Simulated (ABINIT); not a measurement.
# Ag (Fm-3m) in ABINIT: notebook

Aim: see how the results for Ag move with the level of theory and the settings. Levels: BLYP, PBE, BLYP+D3(BJ), HLE16. Tasks: band structure, equation of state.

All numbers are computed with ABINIT 10.8.3 (patched build); they aren't measurements. Logs are shortened: lines on timing, memory, paths and dates and some standing lists are left out, and cuts for length are marked. The log counts tension as positive stress, the text compression.

### Step 1. The structure

Symmetry: Fm-3m, No. 225, cubic system. Conventional cell: a = 4.085 Å, b = 4.085 Å, c = 4.085 Å, α = 90.00°, β = 90.00°, γ = 90.00°. Around Ag (site symmetry m-3m) lie 12 Ag at 2.89 Å.

### Step 2. Band structure, BLYP

Contents of run.abi:

```
# Datasets: ground state, then fixed potential
ndtset 2

# Pseudopotentials
pp_dirpath "./"
pseudos "Ag.upf"

# Structure
acell 5.4592009917 5.4592009917 5.4592009917
rprim
     0.0000000000     0.7071067812     0.7071067812
     0.7071067812     0.0000000000     0.7071067812
     0.7071067812     0.7071067812     0.0000000000
ntypat 1
znucl 47
natom 1
typat 1
xred
     0.0000000000     0.0000000000     0.0000000000

# Plane-wave basis
ecut 1115.666836 eV

# Exchange and correlation
ixc -106131

# Bands and occupations
occopt 3
tsmear 0.05 eV

# SCF cycle
nstep 100

# Output
iomode 3
prtwf 0
prteig 0
prtebands 0
prtden1 1
prtvha1 1
prtvclmb1 1
prtpot1 1
prtelf1 1

# Dataset 1
kptopt1 1
ngkpt1 11 11 11
nshiftk1 1
shiftk1 0.0 0.0 0.0
nband1 14
tolvrs1 1.0e-10

# Dataset 2: bands along G-X-W-K-G-L-U-W-L-K
iscf2 -2
getden2 1
nband2 18
nbdbuf2 2
tolwfr2 1.0e-12
kptopt2 -9
ndivsm2 5
prteig2 1
kptbounds2
     0.0000000000     0.0000000000     0.0000000000
     0.5000000000     0.0000000000     0.5000000000
     0.5000000000     0.2500000000     0.7500000000
     0.3750000000     0.3750000000     0.7500000000
     0.0000000000     0.0000000000     0.0000000000
     0.5000000000     0.5000000000     0.5000000000
     0.6250000000     0.2500000000     0.6250000000
     0.5000000000     0.2500000000     0.7500000000
     0.5000000000     0.5000000000     0.5000000000
     0.3750000000     0.3750000000     0.7500000000
```

Potentials or basis: PseudoDojo NC SR PBE v0.4.1 standard.

Started as:

```bash
> abinit run.abi > log 2>&1
```

run.abo:

```text
.Version 10.8.3 of ABINIT
 DATASET    1 : space group Fm -3 m (#225); Bravais cF (face-center cubic)
================================================================================
 Values of the parameters that define the memory need for DATASET  1.
     intxc =       0    ionmov =       0      iscf =       7    lmnmax =       6
     lnmax =       6     mgfft =      32  mpssoang =       3    mqgrid =    3001
     natom =       1  nloc_mem =       1    nspden =       1   nspinor =       1
    nsppol =       1      nsym =      48    n1xccc =    2501    ntypat =       1
    occopt =       3   xclevel =       2
       mpw =        1458          nfft =       32768          nkpt =          56
================================================================================
================================================================================

 DATASET    2 : space group Fm -3 m (#225); Bravais cF (face-center cubic)
================================================================================
 Values of the parameters that define the memory need for DATASET  2.
     intxc =       0    ionmov =       0      iscf =      -2    lmnmax =       6
     lnmax =       6     mgfft =      32  mpssoang =       3    mqgrid =    3001
     natom =       1  nloc_mem =       1    nspden =       1   nspinor =       1
    nsppol =       1      nsym =      48    n1xccc =    2501    ntypat =       1
    occopt =       3   xclevel =       2
       mpw =        1460          nfft =       32768          nkpt =          87
================================================================================
================================================================================

--------------------------------------------------------------------------------
------------- Echo of variables that govern the present computation ------------
--------------------------------------------------------------------------------
 -outvars: echo values of preprocessed input variables --------
            acell      5.4592009917E+00  5.4592009917E+00  5.4592009917E+00 Bohr
              amu      1.07868200E+02
             ecut      4.10000000E+01 Hartree
           getden1          0
           getden2          1
             iscf1          7
             iscf2         -2
                       outvar_i_n : Printing only first  50 k-points.
              ixc     -106131
           jdtset        1    2
                       outvar_i_n : Printing only first  50 k-points.
           kptopt1          1
           kptopt2         -9
         kptrlatt       11    0    0      0   11    0      0    0   11
          kptrlen1     6.00512109E+01
          kptrlen2     3.00000000E+01
            natom           1
            nband1         14
            nband2         18
           nbdbuf1          0
           nbdbuf2          2
           ndtset           2
           ndivsm1          0
           ndivsm2          5
            ngfft          32      32      32
             nkpt1         56
             nkpt2         87
            nstep         100
             nsym          48
           ntypat           1
                       prtocc : prtvol=0, do not print more k-points.
           occopt           3
        prtebands           0
           prteig1          0
           prteig2          1
           prtelf1          1
           prtelf2          0
           prtpot1          1
           prtpot2          0
         prtvclmb1          1
         prtvclmb2          0
           prtvha1          1
           prtvha2          0
            prtwf           0
            rprim      0.0000000000E+00  7.0710678120E-01  7.0710678120E-01
                       7.0710678120E-01  0.0000000000E+00  7.0710678120E-01
                       7.0710678120E-01  7.0710678120E-01  0.0000000000E+00
           shiftk1     0.00000000E+00  0.00000000E+00  0.00000000E+00
           shiftk2     5.00000000E-01  5.00000000E-01  5.00000000E-01
          spgroup         225
           tolvrs1     1.00000000E-10
           tolvrs2     0.00000000E+00
[... 182 lines left out ...]

 Real(R)+Recip(G) space primitive vectors, cartesian coordinates (Bohr,Bohr^-1):
 R(1)=  0.0000000  3.8602380  3.8602380  G(1)= -0.1295257  0.1295257  0.1295257
 R(2)=  3.8602380  0.0000000  3.8602380  G(2)=  0.1295257 -0.1295257  0.1295257
 R(3)=  3.8602380  3.8602380  0.0000000  G(3)=  0.1295257  0.1295257 -0.1295257
 Unit cell volume ucvol=  1.1504619E+02 bohr^3
 Angles (23,13,12)=  6.00000000E+01  6.00000000E+01  6.00000000E+01 degrees

 getcut: wavevector=  0.0000  0.0000  0.0000  ngfft=  32  32  32
         ecut(hartree)=     41.000   => boxcut(ratio)=   2.03359
--------------------------------------------------------------------------------

================================================================================
 Non-SCF case, kpt    1 (  0.00000  0.00000  0.00000), residuals and eigenvalues=
  2.45E-13  8.96E-13  1.92E-13  6.11E-13  3.11E-13  2.82E-13  1.79E-13  2.58E-13
  2.60E-13  5.22E-13  9.50E-14  3.80E-13  4.10E-13  7.20E-13  4.95E-13  9.31E-13
  2.36E-13  2.78E-09
 -2.9633E+00 -1.6172E+00 -1.6172E+00 -1.6172E+00  1.3609E-01  2.4067E-01
  2.4067E-01  2.4067E-01  2.7860E-01  2.7860E-01  1.0257E+00  1.1467E+00
  1.1467E+00  1.1467E+00  1.3407E+00  1.3559E+00  1.3559E+00  1.3559E+00
 Non-SCF case, kpt    2 (  0.03571  0.00000  0.03571), residuals and eigenvalues=
  2.15E-13  2.33E-13  1.77E-13  2.13E-13  1.01E-13  3.42E-13  4.42E-13  2.54E-13
  3.53E-13  1.36E-13  9.40E-14  9.23E-13  4.72E-13  2.43E-13  4.87E-13  9.72E-13
  8.97E-13  5.61E-12
 -2.9633E+00 -1.6173E+00 -1.6173E+00 -1.6173E+00  1.3807E-01  2.3990E-01
  2.4139E-01  2.4139E-01  2.7782E-01  2.7894E-01  1.0263E+00  1.1391E+00
  1.1413E+00  1.1413E+00  1.3519E+00  1.3525E+00  1.3525E+00  1.3592E+00
[... 581 lines left out ...]
 Non-SCF case, kpt   86 (  0.38889  0.38889  0.72222), residuals and eigenvalues=
  1.65E-13  2.79E-13  2.94E-13  2.96E-13  8.27E-14  7.00E-13  3.73E-13  9.83E-14
  2.60E-13  9.12E-13  6.12E-13  8.89E-13  4.74E-13  6.08E-13  2.39E-13  3.02E-13
  8.92E-13  1.28E-04
 -2.9624E+00 -1.6219E+00 -1.6209E+00 -1.6190E+00  2.0034E-01  2.1911E-01
  2.6158E-01  2.8238E-01  3.0407E-01  5.8217E-01  5.8996E-01  7.0291E-01
  9.0771E-01  1.0458E+00  1.3474E+00  1.4194E+00  1.4510E+00  1.6423E+00
 Non-SCF case, kpt   87 (  0.37500  0.37500  0.75000), residuals and eigenvalues=
  2.07E-13  2.56E-13  1.04E-13  2.01E-13  2.94E-13  4.30E-13  2.21E-13  5.83E-13
  6.66E-13  8.93E-14  4.83E-13  3.40E-13  4.74E-14  2.24E-13  6.40E-13  5.82E-13
  4.15E-13  1.96E-06
 -2.9624E+00 -1.6220E+00 -1.6208E+00 -1.6191E+00  1.9739E-01  2.1361E-01
  2.6823E-01  2.8702E-01  3.0560E-01  5.8037E-01  6.1281E-01  6.8358E-01
  8.8976E-01  1.0478E+00  1.3085E+00  1.4323E+00  1.4796E+00  1.6506E+00

--- !ResultsGS
iteration_state: {dtset: 2, }
comment   : Summary of ground state results
lattice_vectors:
- [  0.0000000,   3.8602380,   3.8602380, ]
- [  3.8602380,   0.0000000,   3.8602380, ]
- [  3.8602380,   3.8602380,   0.0000000, ]
lattice_lengths: [   5.45920,    5.45920,    5.45920, ]
lattice_angles: [ 60.000,  60.000,  60.000, ] # degrees, (23, 13, 12)
lattice_volume:   1.1504619E+02
convergence: {deltae:  0.000E+00, res2:  0.000E+00, residm:  9.988E-13, diffor:  0.000E+00, }
etotal    :  -1.54896953E+02
entropy   :   0.00000000E+00
fermie    :   4.31847198E-01
cartesian_stress_tensor: null
pressure_GPa: null
xred      :
- [  0.0000E+00,   0.0000E+00,   0.0000E+00, Ag]
cartesian_forces: null
force_length_stats: {min: null, max: null, mean: null, }
...

 Integrated electronic density in atomic spheres:
 ------------------------------------------------
 Atom  Sphere_radius  Integrated_density
    1        2.00000         16.36398388
================================================================================

 ----iterations are completed or convergence reached----

 Mean square residual over all n,k,spin=   36.837E-14; max=  99.878E-14
 reduced coordinates (array xred) for    1 atoms
       0.000000000000      0.000000000000      0.000000000000

 cartesian coordinates (angstrom) at end:
    1      0.00000000000000     0.00000000000000     0.00000000000000
 length scales=  5.459200991700  5.459200991700  5.459200991700 bohr
              =  2.888884752587  2.888884752587  2.888884752587 angstroms
 Eigenvalues (hartree) for nkpt=  87  k points:
 kpt#   1, nband= 18, wtk=  1.00000, kpt=  0.0000  0.0000  0.0000 (reduced coord)
  -2.96327   -1.61723   -1.61723   -1.61723    0.13609    0.24067    0.24067    0.24067
   0.27860    0.27860    1.02574    1.14665    1.14665    1.14665    1.34068    1.35590
   1.35590    1.35590
 kpt#   2, nband= 18, wtk=  1.00000, kpt=  0.0357  0.0000  0.0357 (reduced coord)
  -2.96326   -1.61731   -1.61726   -1.61726    0.13807    0.23990    0.24139    0.24139
   0.27782    0.27894    1.02632    1.13908    1.14130    1.14130    1.35191    1.35253
   1.35253    1.35920
 kpt#   3, nband= 18, wtk=  1.00000, kpt=  0.0714  0.0000  0.0714 (reduced coord)
  -2.96322   -1.61753   -1.61735   -1.61735    0.14393    0.23766    0.24354    0.24354
   0.27560    0.27993    1.02799    1.12102    1.12539    1.12539    1.34781    1.34781
   1.36911    1.37182
 kpt#   4, nband= 18, wtk=  1.00000, kpt=  0.1071  0.0000  0.1071 (reduced coord)
  -2.96317   -1.61787   -1.61749   -1.61749    0.15341    0.23409    0.24708    0.24708
   0.27229    0.28154    1.03057    1.09963    1.10013    1.10013    1.33641    1.34897
   1.34897    1.38560
 kpt#   5, nband= 18, wtk=  1.00000, kpt=  0.1429  0.0000  0.1429 (reduced coord)
[... 317 lines left out ...]
   0.30435    0.53014    0.56820    0.79514    0.95332    1.03930    1.38025    1.38210
   1.44017    1.64158
 kpt#  85, nband= 18, wtk=  1.00000, kpt=  0.4028  0.4028  0.6944 (reduced coord)
  -2.96247   -1.62201   -1.62062   -1.61886    0.20326    0.22434    0.25621    0.27574
   0.30383    0.55810    0.57785    0.74501    0.92920    1.04302    1.38319    1.40269
   1.42493    1.64174
 kpt#  86, nband= 18, wtk=  1.00000, kpt=  0.3889  0.3889  0.7222 (reduced coord)
  -2.96245   -1.62189   -1.62088   -1.61899    0.20034    0.21911    0.26158    0.28238
   0.30407    0.58217    0.58996    0.70291    0.90771    1.04582    1.34741    1.41938
   1.45102    1.64234
 kpt#  87, nband= 18, wtk=  1.00000, kpt=  0.3750  0.3750  0.7500 (reduced coord)
  -2.96244   -1.62201   -1.62081   -1.61910    0.19739    0.21361    0.26823    0.28702
   0.30560    0.58037    0.61281    0.68358    0.88976    1.04779    1.30846    1.43235
   1.47965    1.65057

== END DATASET(S) ==============================================================
================================================================================

 -outvars: echo values of variables after computation  --------
            acell      5.4592009917E+00  5.4592009917E+00  5.4592009917E+00 Bohr
           etotal1    -1.5489695312E+02
            fcart1    -0.0000000000E+00 -0.0000000000E+00 -0.0000000000E+00
            rprim      0.0000000000E+00  7.0710678120E-01  7.0710678120E-01
                       7.0710678120E-01  0.0000000000E+00  7.0710678120E-01
                       7.0710678120E-01  7.0710678120E-01  0.0000000000E+00
           strten1    -4.0106723000E-04 -4.0106723000E-04 -4.0106723000E-04
                       0.0000000000E+00  0.0000000000E+00  0.0000000000E+00
 Calculation completed.
```

It took 51 s on 1 thread of Arm Neoverse V1, shared host; peak memory 0.12 GiB.

Results:

```yaml
Free_energy: -4214.9608 eV
Pressure: 11.8 GPa
Band_gap_on_the_k_mesh: none (metal or under the smearing width)
Valence_electrons_inside_the_program's_atomic_spheres: Ag 16.36 (radii [1.0584] Å)
```

Levels at the corners of the path, in eV from the Fermi level:
```
point  band 6  band 7  band 8  band 9  band 10  band 11  band 12  band 13
    Γ   -5.20   -5.20   -5.20   -4.17    -4.17    16.16    19.45    19.45
    X   -6.68   -3.40   -3.15   -3.15     1.37     6.37    10.37    10.37
    W   -5.45   -5.45   -4.15   -3.15     5.70     5.70     6.50     8.08
    K   -5.94   -4.45   -3.94   -3.44     4.04     4.92     6.85    12.46
    Γ   -5.20   -5.20   -5.20   -4.17    -4.17    16.16    19.45    19.45
    L   -5.22   -5.22   -3.36   -3.36    -0.56     3.20    15.41    17.52
    U   -5.94   -4.45   -3.94   -3.44     4.04     4.92     6.85    12.46
    W   -5.45   -5.45   -4.15   -3.15     5.70     5.70     6.50     8.08
    L   -5.22   -5.22   -3.36   -3.36    -0.56     3.20    15.41    17.52
    K   -5.94   -4.45   -3.94   -3.44     4.04     4.92     6.85    12.46
```

Caveat: the potentials were made for another functional, which shifts forces and pressure.

### Step 3. Band structure, PBE, spin-orbit coupling, no magnetisation

run.abi, as its differences from that of step 2:

```diff
@@ -5,3 +5,3 @@
 pp_dirpath "./"
-pseudos "Ag.upf"
+pseudos "Ag.GGA_PBE-JTH.xml"
 
@@ -17,3 +17,3 @@
 typat 1
-xred
+xcart
      0.0000000000     0.0000000000     0.0000000000
@@ -21,6 +21,7 @@
 # Plane-wave basis
-ecut 1115.666836 eV
+ecut 462.593566 eV
+pawecutdg 34.0
 
 # Exchange and correlation
-ixc -106131
+ixc 11
 
@@ -28,3 +29,8 @@
 occopt 3
-tsmear 0.05 eV
+tsmear 0.00183747
+
+# Spin
+nspinor 2
+nspden 1
+pawspnorb 1
 
@@ -39,9 +45,5 @@
 prtden1 1
-prtvha1 1
-prtvclmb1 1
-prtpot1 1
-prtelf1 1
 
 # Dataset 1
-kptopt1 1
+kptopt1 4
 ngkpt1 11 11 11
@@ -49,4 +51,4 @@
 shiftk1 0.0 0.0 0.0
-nband1 14
-tolvrs1 1.0e-10
+nband1 20
+tolvrs1 1.0e-9
 
@@ -55,3 +57,3 @@
 getden2 1
-nband2 18
+nband2 28
 nbdbuf2 2
@@ -59,3 +61,3 @@
 kptopt2 -9
-ndivsm2 5
+ndivsm2 6
 prteig2 1
```

Potentials or basis: JTH PAW PBE v2.0.

Started as:

```bash
> abinit run.abi > log 2>&1
```

Wall time 68 s (1 thread of Arm Neoverse V1, shared host); peak memory 0.12 GiB.

It converged, with:

```yaml
Free_energy: -1040.0560 eV
Pressure: 4.4 GPa
Band_gap_on_the_k_mesh: none (metal or under the smearing width)
Valence_electrons_inside_the_program's_atomic_spheres: Ag 9.82 (radii [1.331] Å)
```

Levels at the corners of the path, in eV from the Fermi level:
```csv
point,band 8,band 9,band 10,band 11,band 12,band 13
Γ,-4.85,-3.97,-3.97,-3.97,-3.97,16.45
X,-3.15,-2.82,-2.82,1.36,1.36,6.48
W,-3.98,-3.01,-3.01,5.54,5.54,5.88
K,-3.81,-3.26,-3.26,4.03,4.03,5.04
Γ,-4.85,-3.97,-3.97,-3.97,-3.97,16.45
L,-3.33,-3.11,-3.11,-0.65,-0.65,3.35
U,-3.81,-3.26,-3.26,4.03,4.03,5.04
W,-3.98,-3.01,-3.01,5.54,5.54,5.88
L,-3.33,-3.11,-3.11,-0.65,-0.65,3.35
K,-3.81,-3.26,-3.26,4.03,4.03,5.04
```

[end of part 1 of 2]
